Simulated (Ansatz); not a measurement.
## BaZrO3: moving Ba off its site

BaZrO3, Pm-3m, a = 4.181 Å (as given, not relaxed at this level: 2.9 GPa). The structure is a COD entry; whether it is the stable form wasn't checked. Ansatz: r2SCAN, PAW, 500 eV, Γ-centred 6×6×6 mesh on 5 atoms, Gaussian smearing 0.05 eV; no spin polarisation.

```xyz
5
Lattice="4.1815 0.0000 0.0000 0.0000 4.1815 0.0000 0.0000 0.0000 4.1815" Properties=species:S:1:pos:R:3 pbc="T T T"
Ba    2.0907    2.0907    2.0907
Zr    0.0000    0.0000    0.0000
O     2.0907    0.0000    0.0000
O     0.0000    2.0907    0.0000
O     0.0000    0.0000    2.0907
```

Atom 1 (Ba) moves by x along the unit vector (0.707, -0.707, 0.000), with its periodic images; all else is held. y is the free energy of the cell over the start, F the force along the path summed over the moved atoms. Symmetry makes y even in x.

```
 x (Å) y (meV) F (eV/Å)
-0.200        ?         ?
-0.100     20.4      0.41
 0.000      0.0      0.00
 0.025      1.3     -0.10
 0.050      5.1     -0.20
 0.075     11.4     -0.31
 0.125     32.0     -0.52
 0.150     46.4     -0.63
 0.175     63.6     -0.75
```

Question: Fit y = c2 x² + c4 x⁴ to the energies of the other rows, give the force constant, and predict energy and force of the missing row.

Answer: Least squares on the rows shown. y = 2020 x² + 1841 x⁴. The force constant is 2 c2 = 4.04 eV/Å², for the cell as given, at 2.9 GPa (for all images moving together, not for a lone atom). The force −dy/dx at the missing row is 0.87 eV/Å (computed 0.87). At x = -0.200 the fit asked for gives 83.7 meV. The run gave 83.9 meV, so the fit is 0.2 meV too low, a small miss on the scale of the series.